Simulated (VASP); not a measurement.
**CaF2: single point with PBEsol**

CaF2:

```
Ca F
1.0
     0.00000    2.73160    2.73160
     2.73160    0.00000    2.73160
     2.73160    2.73160    0.00000
Ca F
1 2
Direct
  0.00000 0.00000 0.00000
  0.25000 0.25000 0.25000
  0.75000 0.75000 0.75000
```

* Program: VASP 6.6.1
* Task: single point
* Functional: PBEsol
* Potentials or basis: VASP PAW PBE potentials, release 64 (Ca_sv, F)
* Cutoff: 520 eV
* k mesh: 8 × 8 × 8
* Occupations: gaussian, width 0.02 eV
* Spin: no spin polarisation

* Pressure: -1.7 GPa
* Band gap on the k mesh: 7.09 eV, indirect (least direct gap 7.35 eV)

Levels at points of the mesh, in eV from the valence-band top:
| k point | band 9 | band 10 | band 11 | band 12 | band 13 | band 14 | band 15 | band 16 |
| --- | --- | --- | --- | --- | --- | --- | --- | --- |
| (0.00, 0.00, 0.00) | -2.14 | -0.26 | -0.26 | -0.26 | 7.09 | 9.12 | 9.12 | 11.22 |
| (0.50, 0.00, 0.00) | -1.31 | -1.26 | -0.85 | -0.85 | 9.34 | 9.34 | 9.70 | 10.53 |
| (0.50, 0.50, 0.00) | -1.67 | -0.37 | -0.37 | 0.00 | 8.02 | 9.47 | 10.07 | 10.85 |

Wall time 11 s on 1 thread of AMD EPYC 9R45 96-Core Processor (Zen 5) (shared host), peak memory 0.14 GiB.

Caveat: the PAW data sets were made with another functional, which shifts forces and pressure a little. A k mesh can miss the band edges.
